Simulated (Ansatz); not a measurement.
**Stress against strain in Se**

```yaml
crystal:
  lattice:
    - [4.36620, 0.00000, 0.00000]
    - [-2.18310, 3.78124, 0.00000]
    - [0.00000, 0.00000, 4.95360]
  atoms:
    - { symbol: Se, position: [0.22540, 0.00000, 0.33333] }
    - { symbol: Se, position: [0.00000, 0.22540, 0.66667] }
    - { symbol: Se, position: [0.77460, 0.77460, 0.00000] }
```

Atom numbers follow the list: Se1, Se2, Se3.

The cell is COD entry 9012501, as deposited and not checked against the literature; nothing was relaxed.

Theory: Ansatz 0.2.0, DFT, PBEsol, all-electron LAPW, scalar-relativistic.

Settings: a Γ-centred 6×6×5 k mesh, Fermi–Dirac smearing of 0.03 eV, basis error target 1 meV/atom, no spin polarisation.

The strain is applied along the Cartesian axes of the cell as listed (γ is the engineering shear, twice εxy = εyz = εzx). Fractional coordinates are held (clamped ions).

σ is the change of stress from the unstrained cell, which is at 0.17 GPa; tension is positive, so slopes are stress–strain coefficients at that pressure.

Only quantities that a quadratic follows smoothly over the whole series are listed; rougher ones are left out.

```csv
γ,σxy (GPa),σyz (GPa)
-0.0300,-1.15,-1.55
-0.0100,-0.36,-0.50
0.0000,0.00,0.00
0.0100,0.34,0.48
0.0200,0.67,0.95
0.0300,0.97,1.40
```

Problem. Fit the series and read off the stiffness at zero strain.

Solution. Least-squares fits y = p0 + p1 x + p2 x² to the rows give σxy (GPa): p1 = 35.3, p2 = -100; σyz (GPa): p1 = 49.2, p2 = -82.

Problem. One run, at γ = -0.0200, is withheld. Predict its row.

Solution. The fits give -0.75, -1.02; the run gave -0.75, -1.02.
